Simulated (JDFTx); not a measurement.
# SnSe (Fm-3m) in JDFTx: settings compared

The runs below take SnSe through band structure, Wannier functions, with PBE, PBEsol.

Everything below comes from runs of JDFTx 1.7.0 (patched build). Logs are shortened: lines on timing, memory, paths and dates and some standing lists are left out, and cuts for length are marked. The log counts tension as positive stress, the text compression.

## (1) The structure

It takes space group Fm-3m (No. 225, cubic). Conventional cell: a = 6.020 Å, b = 6.020 Å, c = 6.020 Å, α = 90.00°, β = 90.00°, γ = 90.00°. Around Sn (site symmetry m-3m) lie 6 Se at 3.01 Å. Around Se (site symmetry m-3m) lie 6 Sn at 3.01 Å.

Measurements of this composition are mostly on another form, of space group No. 62.

## (2) Band structure, PBE

The input, bands.in:

```
lattice \
    0.0000000000     5.6880756351     5.6880756351 \
    5.6880756351     0.0000000000     5.6880756351 \
    5.6880756351     5.6880756351     0.0000000000
coords-type Lattice
ion Sn     0.0000000000     0.0000000000     0.0000000000 1
ion Se     0.5000000000     0.5000000000     0.5000000000 1

ion-species pseudo/Sn.upf
ion-species pseudo/Se.upf
elec-cutoff 43 344
elec-ex-corr gga-PBE
elec-smearing Fermi 0.0018374661
elec-n-bands 22
electronic-minimize nIterations 30 energyDiffThreshold 1e-06
davidson-band-ratio 1.3
forces-output-coords Cartesian
include path.kpoints
symmetries none
fix-electron-density run.$VAR

dump-name bands.$VAR
dump End Ecomponents EigStats BandEigs Kpoints Forces
```

The input, path.kpoints:

```
kpoint +0.0000000000 +0.0000000000 +0.0000000000 0.020000000000
kpoint +0.0714285714 +0.0000000000 +0.0714285714 0.020000000000
kpoint +0.1428571429 +0.0000000000 +0.1428571429 0.020000000000
kpoint +0.2142857143 +0.0000000000 +0.2142857143 0.020000000000
kpoint +0.2857142857 +0.0000000000 +0.2857142857 0.020000000000
kpoint +0.3571428571 +0.0000000000 +0.3571428571 0.020000000000
kpoint +0.4285714286 +0.0000000000 +0.4285714286 0.020000000000
kpoint +0.5000000000 +0.0000000000 +0.5000000000 0.020000000000
kpoint +0.5000000000 +0.0833333333 +0.5833333333 0.020000000000
kpoint +0.5000000000 +0.1666666667 +0.6666666667 0.020000000000
kpoint +0.5000000000 +0.2500000000 +0.7500000000 0.020000000000
kpoint +0.4375000000 +0.3125000000 +0.7500000000 0.020000000000
kpoint +0.3750000000 +0.3750000000 +0.7500000000 0.020000000000
kpoint +0.3281250000 +0.3281250000 +0.6562500000 0.020000000000
kpoint +0.2812500000 +0.2812500000 +0.5625000000 0.020000000000
kpoint +0.2343750000 +0.2343750000 +0.4687500000 0.020000000000
kpoint +0.1875000000 +0.1875000000 +0.3750000000 0.020000000000
kpoint +0.1406250000 +0.1406250000 +0.2812500000 0.020000000000
kpoint +0.0937500000 +0.0937500000 +0.1875000000 0.020000000000
kpoint +0.0468750000 +0.0468750000 +0.0937500000 0.020000000000
kpoint +0.0000000000 +0.0000000000 +0.0000000000 0.020000000000
kpoint +0.0833333333 +0.0833333333 +0.0833333333 0.020000000000
kpoint +0.1666666667 +0.1666666667 +0.1666666667 0.020000000000
kpoint +0.2500000000 +0.2500000000 +0.2500000000 0.020000000000
kpoint +0.3333333333 +0.3333333333 +0.3333333333 0.020000000000
kpoint +0.4166666667 +0.4166666667 +0.4166666667 0.020000000000
kpoint +0.5000000000 +0.5000000000 +0.5000000000 0.020000000000
kpoint +0.5250000000 +0.4500000000 +0.5250000000 0.020000000000
kpoint +0.5500000000 +0.4000000000 +0.5500000000 0.020000000000
kpoint +0.5750000000 +0.3500000000 +0.5750000000 0.020000000000
kpoint +0.6000000000 +0.3000000000 +0.6000000000 0.020000000000
kpoint +0.6250000000 +0.2500000000 +0.6250000000 0.020000000000
kpoint +0.5625000000 +0.2500000000 +0.6875000000 0.020000000000
kpoint +0.5000000000 +0.2500000000 +0.7500000000 0.020000000000
kpoint +0.5000000000 +0.2916666667 +0.7083333333 0.020000000000
kpoint +0.5000000000 +0.3333333333 +0.6666666667 0.020000000000
kpoint +0.5000000000 +0.3750000000 +0.6250000000 0.020000000000
kpoint +0.5000000000 +0.4166666667 +0.5833333333 0.020000000000
kpoint +0.5000000000 +0.4583333333 +0.5416666667 0.020000000000
kpoint +0.5000000000 +0.5000000000 +0.5000000000 0.020000000000
kpoint +0.4791666667 +0.4791666667 +0.5416666667 0.020000000000
kpoint +0.4583333333 +0.4583333333 +0.5833333333 0.020000000000
kpoint +0.4375000000 +0.4375000000 +0.6250000000 0.020000000000
kpoint +0.4166666667 +0.4166666667 +0.6666666667 0.020000000000
kpoint +0.3958333333 +0.3958333333 +0.7083333333 0.020000000000
kpoint +0.3750000000 +0.3750000000 +0.7500000000 0.020000000000
kpoint +0.6250000000 +0.2500000000 +0.6250000000 0.020000000000
kpoint +0.5833333333 +0.1666666667 +0.5833333333 0.020000000000
kpoint +0.5416666667 +0.0833333333 +0.5416666667 0.020000000000
kpoint +0.5000000000 +0.0000000000 +0.5000000000 0.020000000000
```

Potentials or basis: PseudoDojo-SR-PBE-0.5-standard.

Launch:

```bash
> jdftx -c 1 -i bands.in -o bands.out
```

Output:

```text
*************** JDFTx 1.7.0 (patched build) ***************

Input parsed successfully to the following command list (including defaults):
[... the input with its defaults ...]

---------- Initializing the Grid ----------
R =
[            0      5.68808      5.68808  ]
[      5.68808            0      5.68808  ]
[      5.68808      5.68808            0  ]
unit cell volume = 368.066
G =
[  -0.552312   0.552312   0.552312  ]
[   0.552312  -0.552312   0.552312  ]
[   0.552312   0.552312  -0.552312  ]
Minimum fftbox size, Smin = [  68  68  68  ]
Chosen fftbox size, S = [  70  70  70  ]

---------- Initializing tighter grid for wavefunction operations ----------
R =
[            0      5.68808      5.68808  ]
[      5.68808            0      5.68808  ]
[      5.68808      5.68808            0  ]
unit cell volume = 368.066
G =
[  -0.552312   0.552312   0.552312  ]
[   0.552312  -0.552312   0.552312  ]
[   0.552312   0.552312  -0.552312  ]
Minimum fftbox size, Smin = [  48  48  48  ]
Chosen fftbox size, S = [  48  48  48  ]

---------- Exchange Correlation functional ----------
Initalized PBE GGA exchange.
Initalized PBE GGA correlation.

---------- Setting up pseudopotentials ----------
Width of ionic core gaussian charges (only for fluid interactions / plotting) set to 0

Reading pseudopotential file 'pseudo/Sn.upf':
  'Sn' pseudopotential, 'PBE' functional
  Generated using ONCVPSP code by D. R. Hamann
  14 valence electrons, 3 orbitals, 6 projectors, 1001 radial grid points, with lMax = 2
    4D    l: 2   occupation: 10.0   eigenvalue: -0.949566
    5S    l: 0   occupation:  2.0   eigenvalue: -0.387678
    5P    l: 1   occupation:  2.0   eigenvalue: -0.135764
  Core radius for overlap checks: 2.33 bohrs.

Reading pseudopotential file 'pseudo/Se.upf':
  'Se' pseudopotential, 'PBE' functional
  Generated using ONCVPSP code by D. R. Hamann
  16 valence electrons, 3 orbitals, 6 projectors, 1001 radial grid points, with lMax = 2
    3D    l: 2   occupation: 10.0   eigenvalue: -1.952304
    4S    l: 0   occupation:  2.0   eigenvalue: -0.635300
    4P    l: 1   occupation:  4.0   eigenvalue: -0.239292
  Core radius for overlap checks: 1.83 bohrs.

Initialized 2 species with 2 total atoms.

Folded 50 k-points by 1x1x1 to 50 k-points.

---------- Setting up k-points, bands, fillings ----------
No reducable k-points.
Computing the number of bands and number of electrons
Calculating initial fillings.
nElectrons:  30.000000   nBands: 22   nStates: 50

----- Setting up reduced wavefunction bases (one per k-point) -----
average nbasis = 4959.100 , ideal nbasis = 4957.044

---------- Setting up ewald sum ----------
Optimum gaussian width for ewald sums = 2.583426 bohr.
Real space sum over 1331 unit cells with max indices [  5  5  5  ]
Reciprocal space sum over 2197 terms with max indices [  6  6  6  ]

---------- Allocating electronic variables ----------
Reading n from file 'run.n' ... done
Initializing wave functions:  linear combination of atomic orbitals
Note: number of bands (22) exceeds available atomic orbitals (18)

----------- Band structure minimization -------------
Minimization will be done independently for each quantum number.

---- Minimization of quantum number:     0  [ +0.0000000 +0.0000000 +0.0000000 ]  0.040000000 ----
BandDavidson: Iter:   0  Eband: -0.151833701104414
BandDavidson: Iter:   1  Eband: -0.179611946831819  dEband: -2.777825e-02
BandDavidson: Iter:   2  Eband: -0.182817609214065  dEband: -3.205662e-03
BandDavidson: Iter:   3  Eband: -0.183606455886456  dEband: -7.888467e-04
[... 690 lines of inner loops ...]
BandDavidson: Iter:  10  Eband: -0.169355367037391  dEband: -1.542107e-06
BandDavidson: Iter:  11  Eband: -0.169356047052083  dEband: -6.800147e-07
BandDavidson: Converged (dEband<1.000000e-06)
	FillingsUpdate:  mu: +0.354565149  nElectrons: 30.000000
WARNING: these k-points are no uniform mesh, so that mu and the fillings of partly filled bands are only those of these points: take mu from the calculation that made the density or potential.

Dumping 'bands.eigStats' ...
	eMin: -1.405751 at state 49 ( [ +0.500000 +0.000000 +0.500000 ] spin 0 )
	HOMO: +0.348075 at state 40 ( [ +0.479167 +0.479167 -0.458333 ] spin 0 )
	mu  : +0.354565
	LUMO: +0.359901 at state 40 ( [ +0.479167 +0.479167 -0.458333 ] spin 0 )
	eMax: +0.820158 at state 10 ( [ +0.500000 +0.250000 -0.250000 ] spin 0 )
	HOMO-LUMO gap: +0.011826
	Optical gap  : +0.011826 at state 40 ( [ +0.479167 +0.479167 -0.458333 ] spin 0 )
Done!
[note: mu, HOMO and LUMO in a band run belong to the points of the path alone and aren't those of the crystal]
```

It took 65 s on 1 thread of Arm Neoverse V1, shared host; peak memory 0.17 GiB.

What came out:

- Band gap along the path: 0.32 eV, direct

Levels at the corners of the path, in eV from the valence-band top:
```tsv
point	band 13	band 14	band 15	band 16	band 17	band 18
Γ	-2.18	-2.18	-2.18	4.32	4.32	4.32
X	-5.46	-3.63	-3.63	3.04	5.35	5.35
W	-4.70	-4.70	-0.81	1.49	4.78	4.78
K	-5.06	-3.16	-2.47	3.24	3.61	5.30
Γ	-2.18	-2.18	-2.18	4.32	4.32	4.32
L	-1.94	-1.94	0.00	0.58	1.25	1.25
U	-5.06	-3.16	-2.47	3.24	3.61	5.30
W	-4.70	-4.70	-0.81	1.49	4.78	4.78
L	-1.94	-1.94	0.00	0.58	1.25	1.25
K	-5.06	-3.16	-2.47	3.24	3.61	5.30
U	-5.06	-3.16	-2.47	3.24	3.61	5.30
X	-5.46	-3.63	-3.63	3.04	5.35	5.35
```

Caveat: spin-orbit coupling is left out, which moves the levels of the heavy elements.

## (3) Band structure, PBEsol

Changes to bands.in since step 2:

```diff
@@ -1,5 +1,2 @@
-lattice \
-    0.0000000000     5.6880756351     5.6880756351 \
-    5.6880756351     0.0000000000     5.6880756351 \
-    5.6880756351     5.6880756351     0.0000000000
+lattice Face-Centered Cubic 11.3761512702
 coords-type Lattice
@@ -11,3 +8,3 @@
 elec-cutoff 43 344
-elec-ex-corr gga-PBE
+elec-ex-corr gga-PBEsol
 elec-smearing Fermi 0.0018374661
```

path.kpoints is that of step 2.

Potentials or basis: PseudoDojo-SR-PBEsol-0.4.1-standard.

Launch:

```bash
> jdftx -c 1 -i bands.in -o bands.out
```

Output:

```text
*************** JDFTx 1.7.0 (patched build) ***************

Input parsed successfully to the following command list (including defaults):
[... the input with its defaults ...]

---------- Initializing the Grid ----------
R =
[            0      5.68808      5.68808  ]
[      5.68808            0      5.68808  ]
[      5.68808      5.68808            0  ]
unit cell volume = 368.066
G =
[  -0.552312   0.552312   0.552312  ]
[   0.552312  -0.552312   0.552312  ]
[   0.552312   0.552312  -0.552312  ]
Minimum fftbox size, Smin = [  68  68  68  ]
Chosen fftbox size, S = [  70  70  70  ]

---------- Initializing tighter grid for wavefunction operations ----------
R =
[            0      5.68808      5.68808  ]
[      5.68808            0      5.68808  ]
[      5.68808      5.68808            0  ]
unit cell volume = 368.066
G =
[  -0.552312   0.552312   0.552312  ]
[   0.552312  -0.552312   0.552312  ]
[   0.552312   0.552312  -0.552312  ]
Minimum fftbox size, Smin = [  48  48  48  ]
Chosen fftbox size, S = [  48  48  48  ]

---------- Exchange Correlation functional ----------
Initalized PBEsol GGA exchange.
Initalized PBEsol GGA correlation.

---------- Setting up pseudopotentials ----------
Width of ionic core gaussian charges (only for fluid interactions / plotting) set to 0

Reading pseudopotential file 'pseudo/Sn.upf':
  'Sn' pseudopotential, 'PBESOL' functional
  Generated using ONCVPSP code by D. R. Hamann
  14 valence electrons, 3 orbitals, 6 projectors, 1001 radial grid points, with lMax = 2
    4D    l: 2   occupation: 10.0   eigenvalue: -0.947846
    5S    l: 0   occupation:  2.0   eigenvalue: -0.389375
    5P    l: 1   occupation:  2.0   eigenvalue: -0.136297
  Core radius for overlap checks: 2.33 bohrs.

Reading pseudopotential file 'pseudo/Se.upf':
  'Se' pseudopotential, 'PBESOL' functional
  Generated using ONCVPSP code by D. R. Hamann
  16 valence electrons, 3 orbitals, 6 projectors, 1001 radial grid points, with lMax = 2
    3D    l: 2   occupation: 10.0   eigenvalue: -1.952113
    4S    l: 0   occupation:  2.0   eigenvalue: -0.635470
    4P    l: 1   occupation:  4.0   eigenvalue: -0.239251
  Core radius for overlap checks: 1.83 bohrs.

Initialized 2 species with 2 total atoms.

Folded 50 k-points by 1x1x1 to 50 k-points.

---------- Setting up k-points, bands, fillings ----------
No reducable k-points.
Computing the number of bands and number of electrons
Calculating initial fillings.
nElectrons:  30.000000   nBands: 22   nStates: 50

----- Setting up reduced wavefunction bases (one per k-point) -----
average nbasis = 4959.100 , ideal nbasis = 4957.044

---------- Setting up ewald sum ----------
Optimum gaussian width for ewald sums = 2.583426 bohr.
Real space sum over 1331 unit cells with max indices [  5  5  5  ]
Reciprocal space sum over 2197 terms with max indices [  6  6  6  ]

---------- Allocating electronic variables ----------
Reading n from file 'run.n' ... done
Initializing wave functions:  linear combination of atomic orbitals
Note: number of bands (22) exceeds available atomic orbitals (18)

----------- Band structure minimization -------------
Minimization will be done independently for each quantum number.

---- Minimization of quantum number:     0  [ +0.0000000 +0.0000000 +0.0000000 ]  0.040000000 ----
BandDavidson: Iter:   0  Eband: -0.156987797764804
BandDavidson: Iter:   1  Eband: -0.184442767360417  dEband: -2.745497e-02
BandDavidson: Iter:   2  Eband: -0.187662375500430  dEband: -3.219608e-03
BandDavidson: Iter:   3  Eband: -0.188372976896386  dEband: -7.106014e-04
[... 689 lines of inner loops ...]
BandDavidson: Iter:  10  Eband: -0.174140799167825  dEband: -1.584810e-06
BandDavidson: Iter:  11  Eband: -0.174141470915942  dEband: -6.717481e-07
BandDavidson: Converged (dEband<1.000000e-06)
	FillingsUpdate:  mu: +0.346967356  nElectrons: 30.000000
WARNING: these k-points are no uniform mesh, so that mu and the fillings of partly filled bands are only those of these points: take mu from the calculation that made the density or potential.

Dumping 'bands.eigStats' ...
	eMin: -1.412212 at state 49 ( [ +0.500000 +0.000000 +0.500000 ] spin 0 )
	HOMO: +0.341496 at state 40 ( [ +0.479167 +0.479167 -0.458333 ] spin 0 )
	mu  : +0.346967
	LUMO: +0.352166 at state 40 ( [ +0.479167 +0.479167 -0.458333 ] spin 0 )
	eMax: +0.814443 at state 10 ( [ +0.500000 +0.250000 -0.250000 ] spin 0 )
	HOMO-LUMO gap: +0.010670
	Optical gap  : +0.010670 at state 40 ( [ +0.479167 +0.479167 -0.458333 ] spin 0 )
Done!
[note: mu, HOMO and LUMO in a band run belong to the points of the path alone and aren't those of the crystal]
```

It took 63 s on 1 thread of Arm Neoverse V1, shared host; peak memory 0.16 GiB.

What came out:

```yaml
Band_gap_along_the_path: 0.29 eV, direct
```

Levels at the corners of the path, in eV from the valence-band top:
| point | band 12 | band 13 | band 14 | band 15 | band 16 | band 17 | band 18 | band 19 |
| --- | --- | --- | --- | --- | --- | --- | --- | --- |
| Γ | -5.09 | -2.14 | -2.14 | -2.14 | 4.32 | 4.32 | 4.32 | 5.85 |
| X | -6.01 | -5.47 | -3.61 | -3.61 | 2.96 | 5.35 | 5.35 | 5.96 |
| W | -6.91 | -4.69 | -4.69 | -0.77 | 1.48 | 4.75 | 4.75 | 7.20 |
| K | -7.00 | -5.06 | -3.13 | -2.46 | 3.22 | 3.62 | 5.25 | 5.33 |
| Γ | -5.09 | -2.14 | -2.14 | -2.14 | 4.32 | 4.32 | 4.32 | 5.85 |
| L | -8.05 | -1.90 | -1.90 | -0.05 | 0.59 | 1.25 | 1.25 | 8.15 |
| U | -7.00 | -5.06 | -3.13 | -2.46 | 3.22 | 3.62 | 5.25 | 5.33 |
| W | -6.91 | -4.69 | -4.69 | -0.77 | 1.48 | 4.75 | 4.75 | 7.20 |
| L | -8.05 | -1.90 | -1.90 | -0.05 | 0.59 | 1.25 | 1.25 | 8.15 |
| K | -7.00 | -5.06 | -3.13 | -2.46 | 3.22 | 3.62 | 5.25 | 5.33 |
| U | -7.00 | -5.06 | -3.13 | -2.46 | 3.22 | 3.62 | 5.25 | 5.33 |
| X | -6.01 | -5.47 | -3.61 | -3.61 | 2.96 | 5.35 | 5.35 | 5.96 |

Caveat: spin-orbit coupling is left out, which moves the levels of the heavy elements.

(Part 1 of 2 ends here.)
